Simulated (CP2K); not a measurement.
The system is AlN.

```
CELL_PARAMETERS angstrom
3.08863 0.00000 0.00000
1.54432 2.67483 0.00000
1.54432 0.89161 2.52186
ATOMIC_POSITIONS crystal
Al 0.00000 0.00000 0.00000
N 0.25000 0.25000 0.25000
```

Measurements of this composition are mostly on another form, of space group No. 186.

Base run:

| Quantity | Value |
| --- | --- |
| Program | CP2K 2026.2 |
| Functional | PBE |
| Potentials or basis | POTENTIAL_UZH Al GTH-PBE-q3, N GTH-PBE-q5; TZVP-MOLOPT-PBE-GTH basis |
| Density cutoff | 9184 eV |
| k mesh | 10 × 10 × 10 |
| Occupations | fermi-dirac, width 0.05 eV |
| Spin | no spin polarisation |

Its results: band gap on the k mesh 3.32 eV, indirect (least direct gap 4.22 eV); pressure 3.8 GPa.

Question: The run is repeated on the same cell with these changes: functional from PBE to AM05. What comes out?

Answer: Band gap on the k mesh 3.15 eV, indirect (least direct gap 4.12 eV); pressure 3.5 GPa.

Caveats: the basis of atomic orbitals isn't converged, which shifts pressures, moduli and gaps; the potentials were made for another functional, which shifts forces and pressure (some runs).
